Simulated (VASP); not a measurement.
## Converging a slab model of the (2 1 1) face of Li (space group 229)

How far does the level below the vacuum of the (2 1 1) face of Li (space group 229) depend on the numerical settings, and how far on the functional?

Method: PBE; plane waves and PAW (Li), in the first sound run; inputs show where later runs differ, in VASP 6.6.1.

This is a report of a sequence of runs, with most program output left out.

## Step 1: The starting structure

The cell holds 8 atoms: 8 Li. Cell: a = 5.820 Å, b = 7.847 Å, c = 26.029 Å, α = 90.0°, β = 90.0°, γ = 160.7°. It derives from Li (Lithium). Vacuum lies along c.

Coordinates:

```xyz
8
Lattice="5.8195 0.0000 0.0000 -7.4067 2.5918 0.0000 0.0000 0.0000 26.0287" Properties=species:S:1:pos:R:3
Li   -1.1904    1.9438   18.0287
Li   -4.3646    2.3758   16.5960
Li   -0.1323    0.2160   15.1633
Li    2.5130    0.6479   13.7307
Li   -0.6613    1.0799   12.2980
Li   -3.8356    1.5119   10.8653
Li   -1.1904    1.9438    9.4327
Li   -4.3646    2.3758    8.0000
```

## Step 2: The base run

The base run sets the number that all others are held against.

INCAR reads:

```
SYSTEM = Li
PREC = Normal
ENCUT = 350
EDIFF = 1E-06
NELM = 120
ISMEAR = 0
SIGMA = 0.05
LREAL = .FALSE.
ALGO = Normal
GGA = PE
NBANDS = 12
LORBIT = 11
LWAVE = .FALSE.
LCHARG = .FALSE.
KPAR = 4
LASPH = .TRUE.
IDIPOL = 3
LDIPOL = .TRUE.
DIPOL = 0.5 0.5 0.5
LVHAR = .TRUE.
LVACPOTAV = .TRUE.
NEDOS = 1500
```

POSCAR reads:

```
Li
1.0
    5.8195156884      0.0000000000      0.0000000000
   -7.4066563307      2.5917898158      0.0000000000
    0.0000000000      0.0000000000     26.0286600801
Li
8
Direct
    0.7500000000      0.7500000000      0.6926464910
    0.4166666670      0.9166666670      0.6376046370
    0.0833333330      0.0833333330      0.5825627820
    0.7500000000      0.2500000000      0.5275209270
    0.4166666670      0.4166666670      0.4724790730
    0.0833333330      0.5833333330      0.4174372180
    0.7500000000      0.7500000000      0.3623953630
    0.4166666670      0.9166666670      0.3073535090
```

KPOINTS reads:

```
Automatic mesh
0
Gamma
13 13 1
0 0 0
```

PAW data sets: Li (PBE family, release 64).

Run with:

```
$ mpirun -np 4 vasp_std
```

Elapsed: 33 s, on 4 MPI ranks of Intel Xeon 6975P-C (Granite Rapids), shared host; peak memory 1.6 GiB; 1.8 min of CPU time.

This step gave:

* electronic cycles: 21
* electrons: 8
* free energy (TOTEN): -14.17 eV
* energy at zero smearing: -14.17 eV
* Fermi energy: -1.429 eV
* labelled metallic, from the levels on this mesh: yes
* dipole moment: 0, 0, 0 e·Å
* vacuum levels: 1.52, 1.52 eV
* work functions of the upper and lower face: 2.949, 2.949 eV
* highest filled level below the vacuum: 2.949 eV

The planar average of the electrostatic potential oscillates, so the rows of the table below give means over windows of 1.41 Å about each position, cut where the curve ends. Its maxima inside the range that stand out by 2 % of the span (Å: eV): 8.7: 0.119, 10.2: 0.305, 11.6: 0.338, 13.0: 0.323, 14.4: 0.338, 15.8: 0.305, 17.4: 0.119. Its minima: 8.0: -1.05, 9.4: -0.821, 10.8: -0.800, 12.3: -0.787, 13.8: -0.787, 15.2: -0.800, 16.6: -0.821, 18.0: -1.05.

Zero at the Fermi level. Table of planar average of the electrostatic potential by height; means over each step:

height (Å), planar average of the electrostatic potential (eV) and a bar from the least value:
```
     0.70       2.95 ##############################
     2.11       2.95 ##############################
     3.52       2.95 ##############################
     4.93       2.91 ##############################
     6.34       2.45 ##########################
     7.75      -0.11 ###
     9.16      -0.37 #
    10.57      -0.28 ##
    11.98      -0.27 ##
    13.39      -0.28 ##
    14.80      -0.27 ##
    16.21      -0.29 ##
    17.62      -0.47 
    19.03       1.52 #################
    20.44       2.82 #############################
    21.85       2.94 ##############################
    23.26       2.95 ##############################
    24.67       2.95 ##############################
```

Density of states in the PAW spheres, an atom over height of the layer and energy from the Fermi level.

Values in states/eV, 22 rows by 8 columns, each cell a mean:
```
0.117 0.120 0.120 0.126 0.126 0.120 0.120 0.117
0.104 0.111 0.102 0.108 0.108 0.102 0.111 0.104
0.086 0.083 0.085 0.087 0.087 0.085 0.083 0.086
0.081 0.082 0.082 0.088 0.088 0.082 0.082 0.081
0.064 0.068 0.065 0.067 0.067 0.065 0.068 0.064
0.060 0.065 0.067 0.069 0.069 0.067 0.065 0.060
0.050 0.056 0.057 0.054 0.054 0.057 0.056 0.050
0.029 0.043 0.048 0.039 0.039 0.048 0.043 0.029
0.023 0.039 0.045 0.039 0.039 0.045 0.039 0.023
0.009 0.018 0.027 0.031 0.031 0.027 0.018 0.009
0.001 0.003 0.005 0.007 0.007 0.005 0.003 0.001
0.000 0.000 0.000 0.000 0.000 0.000 0.000 0.000
0.000 0.000 0.000 0.000 0.000 0.000 0.000 0.000
0.000 0.000 0.000 0.000 0.000 0.000 0.000 0.000
0.000 0.000 0.000 0.000 0.000 0.000 0.000 0.000
0.000 0.000 0.000 0.000 0.000 0.000 0.000 0.000
0.000 0.000 0.000 0.000 0.000 0.000 0.000 0.000
0.000 0.000 0.000 0.000 0.000 0.000 0.000 0.000
0.000 0.000 0.000 0.000 0.000 0.000 0.000 0.000
0.000 0.000 0.000 0.000 0.000 0.000 0.000 0.000
0.000 0.000 0.000 0.000 0.000 0.000 0.000 0.000
0.000 0.000 0.000 0.000 0.000 0.000 0.000 0.000
```
Columns: height of the layer (Å) from 8 to 18; rows upwards: energy from the Fermi level (eV) from -7.9 to 0.5.

Force by atom:

| atom | x (eV/Å) | y (eV/Å) | z (eV/Å) | size |
| --- | --- | --- | --- | --- |
| Li1 | -0.026 | 0.042 | -0.122 | 0.132 |
| Li2 | 0.028 | -0.045 | -0.023 | 0.058 |
| Li3 | -0.001 | 0.001 | 0.095 | 0.095 |
| Li4 | -0.001 | 0.001 | -0.016 | 0.016 |
| Li5 | 0.001 | -0.001 | 0.016 | 0.016 |
| Li6 | 0.001 | -0.001 | -0.095 | 0.095 |
| Li7 | -0.028 | 0.045 | 0.023 | 0.058 |
| Li8 | 0.026 | -0.042 | 0.122 | 0.132 |

The highest filled level lies 2.95 eV below the vacuum at the upper face.

Only the dipole across the slab is computed (IDIPOL = 3); zeros along the plane are no results.

The map of layer states is cut here 0.5 eV above the Fermi level, so it leaves out the states above that.

## Step 3: Another mesh, mesh points along a 4, k-mesh 4×4×1

The mesh decides how well the Fermi level or the band edge is found.

Changes to INCAR since step 2:

```diff
@@ -14,3 +14,4 @@
 LCHARG = .FALSE.
-KPAR = 4
+KPAR = 2
+NCORE = 2
 LASPH = .TRUE.
@@ -21,2 +22 @@
 LVACPOTAV = .TRUE.
-NEDOS = 1500
```

POSCAR is that of step 2.

KPOINTS reads:

```
Automatic mesh
0
Gamma
4 4 1
0 0 0
```

Run with:

```
$ mpirun -np 4 vasp_std
```

Run time: 11 s. Hardware: 4 MPI ranks; peak memory 0.91 GiB.

Numbers from this step:

```
free energy (TOTEN)                        : -13.94 eV
energy at zero smearing                    : -13.93 eV
Fermi energy                               : -1.502 eV
vacuum levels                              : 1.559, 1.559 eV
work functions of the upper and lower face : 3.061, 3.061 eV
highest filled level below the vacuum      : 3.061 eV
```

Force by atom:

| atom | x (eV/Å) | y (eV/Å) | z (eV/Å) | size |
| --- | --- | --- | --- | --- |
| Li1 | -0.0289 | 0.0471 | -0.0590 | 0.0808 |
| Li2 | 0.0359 | -0.0586 | -0.0257 | 0.0734 |
| Li3 | -0.0085 | 0.0139 | 0.0453 | 0.0481 |
| Li4 | -0.0159 | 0.0259 | -0.0197 | 0.0362 |
| Li5 | 0.0159 | -0.0259 | 0.0197 | 0.0362 |
| Li6 | 0.0085 | -0.0139 | -0.0453 | 0.0481 |
| Li7 | -0.0359 | 0.0586 | 0.0257 | 0.0734 |
| Li8 | 0.0289 | -0.0471 | 0.0590 | 0.0808 |

Against the base run its depth below the vacuum changes by +0.11 eV and the energy by +29.6 meV an atom.

## Step 4: Another mesh, mesh points along a 8, k-mesh 8×8×1

Changes to INCAR since step 3:

```diff
@@ -14,4 +14,3 @@
 LCHARG = .FALSE.
-KPAR = 2
-NCORE = 2
+KPAR = 4
 LASPH = .TRUE.
```

POSCAR is that of step 3.

KPOINTS reads:

```
Automatic mesh
0
Gamma
8 8 1
0 0 0
```

Run with:

```
$ mpirun -np 4 vasp_std
```

The job ended after 23 s (4 MPI ranks; peak memory 1.4 GiB; 75 s of CPU time).

Against the base run its depth below the vacuum changes by +0.01 eV and the energy by +5.0 meV an atom.

## Step 5: Another mesh, mesh points along a 20, k-mesh 20×20×1

INCAR is that of step 4.

POSCAR is that of step 4.

KPOINTS reads:

```
Automatic mesh
0
Gamma
20 20 1
0 0 0
```

Run with:

```
$ mpirun -np 4 vasp_std
```

Elapsed: 72 s, on 4 MPI ranks; peak memory 1.9 GiB.

Against the base run its depth below the vacuum changes by -0.00 eV and the energy by +0.5 meV an atom.

## Step 6: Comparing the runs

Times are for 4 MPI ranks of Intel Xeon 6975P-C (Granite Rapids), shared host. Results by setting:

| no. | mesh points along a | highest filled level below the vacuum (eV) | energy at zero smearing (eV) | time | memory (GiB) |
| --- | --- | --- | --- | --- | --- |
| 1 | 4 | 3.061 | -13.93 | 11 s | 0.91 |
| 2 | 8 | 2.960 | -14.13 | 23 s | 1.4 |
| 3 | 20 | 2.947 | -14.16 | 72 s | 1.9 |

## Step 7: Another vacuum, vacuum width 5

Too little vacuum lets the faces of neighbouring images overlap, and too much only costs plane waves.

INCAR is that of step 5.

POSCAR reads:

```
Li
1.0
    5.8195156884      0.0000000000      0.0000000000
   -7.4066563307      2.5917898158      0.0000000000
    0.0000000000      0.0000000000     15.0286600597
Li
8
Direct
    0.7500000000      0.7500000000      0.8336511712
    0.4166666670      0.9166666670      0.7383222661
    0.0833333330      0.0833333330      0.6429933593
    0.7500000000      0.2500000000      0.5476644525
    0.4166666670      0.4166666670      0.4523355475
    0.0833333330      0.5833333330      0.3570066407
    0.7500000000      0.7500000000      0.2616777339
    0.4166666670      0.9166666670      0.1663488288
```

KPOINTS reads:

```
Automatic mesh
0
Gamma
13 13 1
0 0 0
```

Run with:

```
$ mpirun -np 4 vasp_std
```

Elapsed: 16 s, on 4 MPI ranks; peak memory 1 GiB.

This step gave:

```yaml
electronic_cycles: 16
free_energy_toten: -14.19 eV
energy_at_zero_smearing: -14.19 eV
fermi_energy: -0.4346 eV
```

Force by atom:

| atom | x (eV/Å) | y (eV/Å) | z (eV/Å) | size |
| --- | --- | --- | --- | --- |
| Li1 | -0.0263 | 0.0429 | -0.0304 | 0.0588 |
| Li2 | 0.0280 | -0.0458 | -0.0260 | 0.0596 |
| Li3 | -0.0010 | 0.0016 | 0.0956 | 0.0956 |
| Li4 | -0.0007 | 0.0011 | -0.0192 | 0.0192 |
| Li5 | 0.0007 | -0.0011 | 0.0192 | 0.0192 |
| Li6 | 0.0010 | -0.0016 | -0.0956 | 0.0956 |
| Li7 | -0.0280 | 0.0458 | 0.0260 | 0.0596 |
| Li8 | 0.0263 | -0.0429 | 0.0304 | 0.0588 |

The program found no flat vacuum in this gap and printed no vacuum level, so no level below the vacuum can be given.

## Step 8: Another vacuum, vacuum width 8

INCAR is that of step 7.

POSCAR reads:

```
Li
1.0
    5.8195156884      0.0000000000      0.0000000000
   -7.4066563307      2.5917898158      0.0000000000
    0.0000000000      0.0000000000     18.0286600597
Li
8
Direct
    0.7500000000      0.7500000000      0.7781310432
    0.4166666670      0.9166666670      0.6986650317
    0.0833333330      0.0833333330      0.6191990187
    0.7500000000      0.2500000000      0.5397330058
    0.4166666670      0.4166666670      0.4602669942
    0.0833333330      0.5833333330      0.3808009813
    0.7500000000      0.7500000000      0.3013349683
    0.4166666670      0.9166666670      0.2218689568
```

KPOINTS is that of step 7.

Run with:

```
$ mpirun -np 4 vasp_std
```

It took 21 s on 4 MPI ranks; peak memory 1.2 GiB.

The program found no flat vacuum in this gap and printed no vacuum level, so no level below the vacuum can be given.

## Step 9: Another vacuum, vacuum width 24

INCAR is that of step 8.

POSCAR reads:

```
Li
1.0
    5.8195156884      0.0000000000      0.0000000000
   -7.4066563307      2.5917898158      0.0000000000
    0.0000000000      0.0000000000     34.0286600597
Li
8
Direct
    0.7500000000      0.7500000000      0.6473560822
    0.4166666670      0.9166666670      0.6052543449
    0.0833333330      0.0833333330      0.5631526068
    0.7500000000      0.2500000000      0.5210508687
    0.4166666670      0.4166666670      0.4789491313
    0.0833333330      0.5833333330      0.4368473932
    0.7500000000      0.7500000000      0.3947456551
    0.4166666670      0.9166666670      0.3526439178
```

KPOINTS is that of step 8.

Run with:

```
$ mpirun -np 4 vasp_std
```

The job ended after 52 s (4 MPI ranks; peak memory 1.9 GiB; 2.7 min of CPU time).

Against the base run its depth below the vacuum changes by +0.00 eV and the energy by -0.0 meV an atom.

## Step 10: The series together

Times are for 4 MPI ranks of Intel Xeon 6975P-C (Granite Rapids), shared host. The runs compared:

| no. | vacuum width | electronic cycles | time | memory (GiB) |
| --- | --- | --- | --- | --- |
| 1 | 5 | 16 | 16 s | 1.0 |
| 2 | 8 | 17 | 21 s | 1.2 |
| 3 | 24 | 22 | 52 s | 1.9 |

## Step 11: A lower cutoff, ENCUT 210

A lower cutoff is cheaper, and the test is whether a potential difference survives it better than the total energy.

Changes to INCAR since step 9:

```diff
@@ -2,3 +2,3 @@
 PREC = Normal
-ENCUT = 350
+ENCUT = 210
 EDIFF = 1E-06
```

POSCAR reads:

```
Li
1.0
    5.8195156884      0.0000000000      0.0000000000
   -7.4066563307      2.5917898158      0.0000000000
    0.0000000000      0.0000000000     26.0286600801
Li
8
Direct
    0.7500000000      0.7500000000      0.6926464910
    0.4166666670      0.9166666670      0.6376046370
    0.0833333330      0.0833333330      0.5825627820
    0.7500000000      0.2500000000      0.5275209270
    0.4166666670      0.4166666670      0.4724790730
    0.0833333330      0.5833333330      0.4174372180
    0.7500000000      0.7500000000      0.3623953630
    0.4166666670      0.9166666670      0.3073535090
```

KPOINTS is that of step 9.

Run with:

```
$ mpirun -np 4 vasp_std
```

Run time: 15 s. Hardware: 4 MPI ranks; peak memory 0.99 GiB; 48 s of CPU time.

This step gave:

* electronic cycles: 21
* free energy (TOTEN): -14.16 eV
* energy at zero smearing: -14.16 eV
* Fermi energy: -1.429 eV
* vacuum levels: 1.521, 1.521 eV

Against the base run its depth below the vacuum changes by +0.00 eV and the energy by +0.6 meV an atom.

## Step 12: A lower cutoff, ENCUT 280

Changes to INCAR since step 11:

```diff
@@ -2,3 +2,3 @@
 PREC = Normal
-ENCUT = 210
+ENCUT = 280
 EDIFF = 1E-06
```

POSCAR is that of step 11.

KPOINTS is that of step 11.

Run with:

```
$ mpirun -np 4 vasp_std
```

Run time: 22 s. Hardware: 4 MPI ranks; peak memory 1.2 GiB.

Numbers from this step:

* free energy (TOTEN): -14.17 eV
* energy at zero smearing: -14.17 eV
* vacuum levels: 1.52, 1.52 eV
* work functions of the upper and lower face: 2.949, 2.949 eV
* highest filled level below the vacuum: 2.949 eV

Against the base run its depth below the vacuum changes by +0.00 eV and the energy by +0.0 meV an atom.

## Step 13: Another smearing width, SIGMA 0.02

The width trades sharpness at the Fermi level against the mesh needed.

Changes to INCAR since step 12:

```diff
@@ -2,3 +2,3 @@
 PREC = Normal
-ENCUT = 280
+ENCUT = 350
 EDIFF = 1E-06
@@ -6,3 +6,3 @@
 ISMEAR = 0
-SIGMA = 0.05
+SIGMA = 0.02
 LREAL = .FALSE.
```

POSCAR is that of step 12.

KPOINTS is that of step 12.

Run with:

```
$ mpirun -np 4 vasp_std
```

Elapsed: 36 s, on 4 MPI ranks; peak memory 1.6 GiB.

This step gave:

```
electronic cycles                          : 22
Fermi energy                               : -1.433 eV
vacuum levels                              : 1.529, 1.529 eV
work functions of the upper and lower face : 2.962, 2.962 eV
highest filled level below the vacuum      : 2.962 eV
```

Against the base run its depth below the vacuum changes by +0.01 eV and the energy by +0.0 meV an atom.

## Step 14: Another smearing width, SIGMA 0.4

Changes to INCAR since step 13:

```diff
@@ -6,3 +6,3 @@
 ISMEAR = 0
-SIGMA = 0.02
+SIGMA = 0.4
 LREAL = .FALSE.
```

POSCAR is that of step 13.

KPOINTS is that of step 13.

Run with:

```
$ mpirun -np 4 vasp_std
```

It took 36 s on 4 MPI ranks; peak memory 1.6 GiB.

Numbers from this step:

```
electronic cycles                          : 21
free energy (TOTEN)                        : -14.33 eV
energy at zero smearing                    : -14.16 eV
Fermi energy                               : -1.493 eV
vacuum levels                              : 1.536, 1.536 eV
work functions of the upper and lower face : 3.029, 3.029 eV
highest filled level below the vacuum      : 3.029 eV
```

Against the base run its depth below the vacuum changes by +0.08 eV and the energy by +0.1 meV an atom.

## Step 15: The ladder

Times are for 4 MPI ranks of Intel Xeon 6975P-C (Granite Rapids), shared host. Results by setting:

| no. | run | electronic cycles | cutoff used less the lowest (eV) | free energy (TOTEN) (eV) | highest filled level below the vacuum (eV) | time | memory (GiB) |
| --- | --- | --- | --- | --- | --- | --- | --- |
| 1 | base run | 21 | 140 | -14.17 | 2.949 | 33 s | 1.6 |
| 2 | series over the cutoff | 21 | 0 | -14.16 | 2.950 | 15 s | 0.99 |
| 3 | series over the cutoff | 21 | 70 | -14.17 | 2.949 | 22 s | 1.2 |
| 4 | series over the smearing | 22 | 140 | -14.17 | 2.962 | 36 s | 1.6 |
| 5 | series over the smearing | 21 | 140 | -14.33 | 3.029 | 36 s | 1.6 |

## Step 16: Another level, functional LDA, disp none

This step: LDA; plane waves and PAW (Li) (VASP 6.6.1).

Beside the numerical settings stands the choice of exchange and correlation.

Changes to INCAR since step 14:

```diff
@@ -6,6 +6,6 @@
 ISMEAR = 0
-SIGMA = 0.4
+SIGMA = 0.05
 LREAL = .FALSE.
 ALGO = Normal
-GGA = PE
+GGA = CA
 NBANDS = 12
```

POSCAR is that of step 14.

KPOINTS is that of step 14.

Run with:

```
$ mpirun -np 4 vasp_std
```

It took 30 s on 4 MPI ranks; peak memory 1.2 GiB.

(Continued in part 2 of 2.)

[Lines on the potential files, build, host, timing and source positions are cut from VASP's logs without a mark.]

[Logs are printed without paths, hosts, clocks, repeated set-up lines and the standing remarks that a program may print on its own settings, such as how far it seeks lower states.]

[Hosts, paths, dates, database ids (printed as entryN), source tags and the programs' standing remarks are cut or masked in the printed files.]

[In band tables of VASP the shares of atoms and orbitals are scaled to a sum of 1 inside the atoms' spheres.]

[Runs that stopped without an error message from VASP are left out.]
